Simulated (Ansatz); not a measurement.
Deforming Pb

```
CELL_PARAMETERS angstrom
3.48000 0.00000 0.00000
-1.74000 3.01377 0.00000
0.00000 0.00000 5.59000
ATOMIC_POSITIONS crystal
Pb 0.33333 0.66667 0.25000
Pb 0.66667 0.33333 0.75000
```

Atoms are numbered in the order listed.

The cell is COD entry 1537623, as deposited and not checked against the literature; nothing was relaxed.

Spin–orbit coupling is left out, though it moves levels of the heavy atoms by tenths of an eV or more.

Method: DFT, PBE, all-electron PAW with datasets made for the crystal, scalar-relativistic (Ansatz 0.2.0).

Numerical set-up: a Γ-centred 14×14×8 k mesh, Fermi–Dirac smearing of 0.08 eV, cutoff 260 eV (chosen by the program for this cell), no spin polarisation.

The unchanged cell is at 4.07 GPa.

In a metal, stresses and small energies carry noise from the k mesh.

x, y and z are the Cartesian axes of the cell as listed; fractional coordinates follow a strain, and an engineering shear is twice the off-diagonal strain component.

(1) One change gave: energy change +17 meV/atom; stress change (xx, yy, zz, yz, xz, xy) -0.39, -0.39, 1.64, 0.00, 0.00, 0.00 GPa, compression positive. Which change was it?
A. atom 2 (Pb) moved by (0.2000, 0.0000, 0.0000) Å
B. z strained by -3 % at fixed volume
C. z strained by -1.5 % at fixed volume

Results:

(1) B. For z strained by -1.5 % at fixed volume: energy change +7 meV/atom; stress change (xx, yy, zz, yz, xz, xy) -0.23, -0.23, 0.86, 0.00, 0.00, 0.00 GPa, compression positive. For atom 2 (Pb) moved by (0.2000, 0.0000, 0.0000) Å: energy change +4 meV/atom; stress change (xx, yy, zz, yz, xz, xy) -0.04, 0.04, 0.25, 0.00, 0.00, 0.31 GPa, compression positive; change of the force on Pb2 (-0.076, -0.011, 0.000) eV/Å.
